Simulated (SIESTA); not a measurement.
Cu2O (Cuprite) under changes of volume

One of the cells (12.885 Å³/atom); the others are scaled copies at fixed shape and fractional positions:

```xyz
6
Lattice="4.2600 0.0000 0.0000 0.0000 4.2600 0.0000 0.0000 0.0000 4.2600" Properties=species:S:1:pos:R:3 pbc="T T T"
Cu    3.1950    1.0650    3.1950
Cu    3.1950    3.1950    1.0650
Cu    1.0650    3.1950    3.1950
Cu    1.0650    1.0650    1.0650
O     2.1300    2.1300    2.1300
O     0.0000    0.0000    0.0000
```

| Item | Value |
| --- | --- |
| Program | SIESTA 5.4.2 |
| Functional | RPBE |
| Potentials or basis | PseudoDojo 0.4 standard (PBE files) |
| Basis | DZP (energy shift 0.003 Ry; two zetas on semicore shells) |
| Grid cutoff | 800 Ry |
| Energy shift | 0.003 Ry |
| k mesh | 6 × 6 × 6 |
| Occupations | fermi-dirac, width 0.05 eV |
| Spin | no spin polarisation |

| volume (Å³/atom) | energy over the lowest point (meV/atom) | pressure (GPa) | gap on the mesh (eV) |
| --- | --- | --- | --- |
| 12.112 | 88.31 | 18.4 | 0.63 |
| 12.369 | 61.81 | 14.8 | 0.58 |
| 12.627 | 40.50 | 11.8 | 0.53 |
| 12.885 | 24.21 | 8.7 | 0.49 |
| 13.142 | ? | ? | ? |
| 13.400 | 4.47 | 3.9 | 0.41 |
| 13.658 | 0.00 | 1.7 | 0.37 |

Problem. What does the run at 13.142 Å³/atom give?

Solution. Energy over the lowest point 12.40 meV/atom; pressure 6.1 GPa; gap on the mesh 0.44 eV.

Worked out: A Birch-Murnaghan fit of order 3 (a polynomial in V^(-2/3)) to the other rows has its minimum at 13.89 Å³/atom, just outside them, with B0 = V·E''(V) = 97 GPa and B' = 4.8. It gives 12.38 meV/atom at 13.142 Å³/atom, against the run's 12.40, and -dE/dV = 6.1 GPa, against 6.1. A straight line through the other rows of the gap, of slope -2.14 eV per unit of ln V (its deformation potential), gives 0.45 eV, against the run's 0.44.

Energies are extrapolated to zero smearing.

Caveats: short orbitals over semicore shells can move pressures by several GPa; the potentials were made for another functional, which shifts forces and pressure; the basis of atomic orbitals isn't converged, which shifts pressures, moduli and gaps.

A mesh can miss the band edges.
